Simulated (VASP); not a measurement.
# AlNi: intraband terms of a metal's spectrum

AlNi, Pm-3m (no. 221), 2 atoms in the cell. PBE, independent-particle dielectric function; PAW potentials Ni, Al (PBE set).

## Input

INCAR.step1:
```
SYSTEM = AlNi
PREC = Accurate ; ENCUT = 320
ISMEAR = 1 ; SIGMA = 0.1
EDIFF = 1E-7 ; LASPH = .TRUE.
KPAR = 4 ; LWAVE = .FALSE.
LCHARG = .TRUE. ; ISPIN = 2
MAGMOM = 1 0 ; LMAXMIX = 4
```

INCAR.step2:
```
SYSTEM = AlNi
PREC = Accurate ; ENCUT = 320
ISMEAR = 0 ; SIGMA = 0.3
EDIFF = 1E-6 ; LASPH = .TRUE.
KPAR = 4 ; LWAVE = .TRUE.
LCHARG = .FALSE. ; ISPIN = 2
MAGMOM = 1 0 ; LMAXMIX = 4
ICHARG = 11 ; NBANDS = 24
NEDOS = 3000 ; OMEGAMAX = 30
CSHIFT = 0.1
```

INCAR.step3, as INCAR.step2 but for:
```
- LWAVE = .TRUE.
+ LWAVE = .FALSE.
+ LOPTICS = .TRUE.
+ ALGO = None
+ NELM = 1
+ ISTART = 1
```

INCAR.step4, as INCAR.step3 but for:
```
+ WPLASMAI = 0.03
```

INCAR.step5 to INCAR.step6 change the same tag again: WPLASMAI = 0.1, 0.3.

INCAR.step7, as INCAR.step6 but for:
```
- WPLASMAI = 0.3
+ RTIME = 5
```

INCAR.step8, as INCAR.step7 but for:
```
- RTIME = 5
+ RTIME = 40
```

INCAR.step9, as INCAR.step8 but for:
```
- RTIME = 40
+ LNABLA = .TRUE.
```

INCAR.step10, as INCAR.step9 but for:
```
- ISMEAR = 0
- LNABLA = .TRUE.
+ ISMEAR = -5
```

KPOINTS.step1:
```
k-points
0
Gamma
  9 9 9
```

KPOINTS.step2:
```
k-points
0
Gamma
  14 14 14
```

POSCAR:
```
AlNi
1.0
    2.8810000000      0.0000000000      0.0000000000
    0.0000000000      2.8810000000      0.0000000000
    0.0000000000      0.0000000000      2.8810000000
Ni Al
1 1
Direct
    0.5000000000      0.5000000000      0.5000000000
    0.0000000000      0.0000000000      0.0000000000
```

Commands (each step's output is kept before the next begins):
```
cat potpaw_PBE.64/Ni/POTCAR potpaw_PBE.64/Al/POTCAR > POTCAR
cp INCAR.step1 INCAR
cp KPOINTS.step1 KPOINTS
mpirun -np 4 vasp_std > vasp.out
cp INCAR.step2 INCAR
cp KPOINTS.step2 KPOINTS
mpirun -np 4 vasp_std > vasp.out
cp INCAR.step3 INCAR
mpirun -np 4 vasp_std > vasp.out
cp INCAR.step4 INCAR
mpirun -np 4 vasp_std > vasp.out
cp INCAR.step5 INCAR
mpirun -np 4 vasp_std > vasp.out
cp INCAR.step6 INCAR
mpirun -np 4 vasp_std > vasp.out
cp INCAR.step7 INCAR
mpirun -np 4 vasp_std > vasp.out
cp INCAR.step8 INCAR
mpirun -np 4 vasp_std > vasp.out
cp INCAR.step9 INCAR
mpirun -np 4 vasp_std > vasp.out
cp INCAR.step10 INCAR
mpirun -np 4 vasp_std > vasp.out
```

## Result

- Bands: 24

One ground state, settings moved in the last step alone:

| Settings | Plasma frequency (eV) | Im ε at 0.5 eV | Im ε at 1 eV | Im ε at 2 eV | Im ε at 4 eV | Time (s) |
|---|---|---|---|---|---|---|
| interband part alone | 6.66 | 30.7 | 4.1 | 8.5 | 10.1 | 20 |
| Drude term, WPLASMAI 0.03 | 6.66 | 41.3 | 5.5 | 8.7 | 10.1 | 18 |
| Drude term, WPLASMAI 0.1 | 6.66 | 64.8 | 8.5 | 9.1 | 10.2 | 19 |
| Drude term, WPLASMAI 0.3 | 6.66 | 109.0 | 16.3 | 10.2 | 10.3 | 18 |
| relaxation time RTIME 5 fs | 6.66 | 74.4 | 9.9 | 9.3 | 10.2 | 17 |
| relaxation time RTIME 40 fs | 6.66 | 36.5 | 4.9 | 8.6 | 10.1 | 16 |
| transversal form (LNABLA) | 5.66 | 20.9 | 2.7 | 6.3 | 10.4 | 16 |
| tetrahedron method | – | – | – | – | – | no result |

VASP 6.6.1 took 172 s on 4 cores (AMD EPYC 7571), a shared host.
